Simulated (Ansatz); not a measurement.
Write the native input for Ansatz 0.2.0 that does the following.

```yaml
Task: single point
Functional: PBE
Potentials_or_basis: Ansatz PAW
Cutoff: "420 eV (not typed: the program's choice for these potentials)"
k_mesh: 8 × 8 × 8
Occupations: gaussian, width 0.05 eV
Spin: collinear spin, ferromagnetic start
Starting_moments: "[4.0, 0.0] μB"
Fixed_moment: 4 μB
Hubbard_terms: Fe d U = 5 eV
Hubbard_projectors: ortho-atomic (the default)
Double_counting: fll (the default)
```

The system is FeO.

```
CELL_PARAMETERS angstrom
1.51768 0.87623 2.51579
-1.51768 0.87623 2.51579
0.00000 -1.75247 2.51579
ATOMIC_POSITIONS crystal
Fe 0.00000 0.00000 0.00000
O 0.50000 0.50000 0.50000
```

The input as run:

input.yaml

```yaml
crystal:
  lattice:
    - [1.51768211, 0.87623418, 2.51579458]
    - [-1.51768211, 0.87623418, 2.51579458]
    - [0.0, -1.75246835, 2.51579458]
  atoms:
    - { symbol: Fe, position: [0.0, 0.0, 0.0], spin: 4.0 }
    - { symbol: O, position: [0.5, 0.5, 0.5] }
hamiltonian:
  xc: pbe
  pseudopotentials: { kind: paw }
  hubbard: { sites: [{ species: Fe, l: d, u_eff: 5.0 }] }
magnetization:
  spin_polarized: true
  initial_magnetization: 4.0
  spin_locking: { lock_magnetization: hard }
kpoints:
  mp_grid: { grid: [8, 8, 8] }
scf:
  occupations: { method: gaussian, width: 0.05 }
output:
  forces: true
  stress: true
  eigenvalues: true
```

Potentials or basis: Ansatz PAW.

The run is started by

```bash
$ ansatz run input.yaml --threads 2 --pin off --max-ram 5632MiB --backend cpu --events-out ev --progress --plain --runs-dir out
```

It gave:

| Quantity | Value |
| --- | --- |
| Pressure | 13.1 GPa |
| Net moment | 4.00 μB per cell |
| Absolute moment | 4.00 μB per cell |
| Site moments | Fe +3.50; O +0.19 μB |

Caveat: the magnetic or orbital state may not be the lowest; the pressure holds a Pulay correction of +0.7 GPa for the finite cutoff; the total moment is fixed, so each spin has its own Fermi level; a cell with one magnetic atom can't hold antiferromagnetic order, which such compounds often take; the thresholds are loose for stress.

Run time: 11 s on 2 threads of Intel(R) Xeon(R) Platinum 8488C (Sapphire Rapids), on a shared host, peak memory 0.65 GiB.
